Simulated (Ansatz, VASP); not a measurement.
# MgS (Niningerite) in VASP and in Ansatz

```
Mg S
1.0
     0.00000    2.59099    2.59099
     2.59099    0.00000    2.59099
     2.59099    2.59099    0.00000
Mg S
1 1
Direct
  0.00000 0.00000 0.00000
  0.50000 0.50000 0.50000
```

Alike in both runs: functional PBEsol; k mesh 8 × 8 × 8; occupations gaussian, width 0.02 eV; no spin polarisation.

Ansatz relaxed the structure, and its values are those at the end. VASP's run is a single point on that final structure, the one shown.

|  | VASP | Ansatz |
| --- | --- | --- |
| version | VASP 6.6.1 | Ansatz 0.2.0 |
| potentials or method | VASP PAW PBE potentials, release 64 (Mg, S) | scalar-relativistic, plane waves, PAW |
| plane-wave cutoff (eV) | 520 | 420 |
| valence electrons in the cell | 8 | 16 |

```tsv
	VASP	Ansatz	Ansatz less VASP
gap on the k mesh at the Fermi level (eV)	2.73	2.73	-0.003
least direct gap on the mesh (eV)	3.69	3.69	0.000
pressure (GPa)	-0.2	0.0	+0.20
```

The two sets of potentials don't hold the same shells in valence.

Caveats: the PAW data sets were made with another functional, which shifts forces and pressure a little (VASP). PBEsol gaps usually lie below the measured ones, often by a third to a half. A k mesh can miss the band edges.
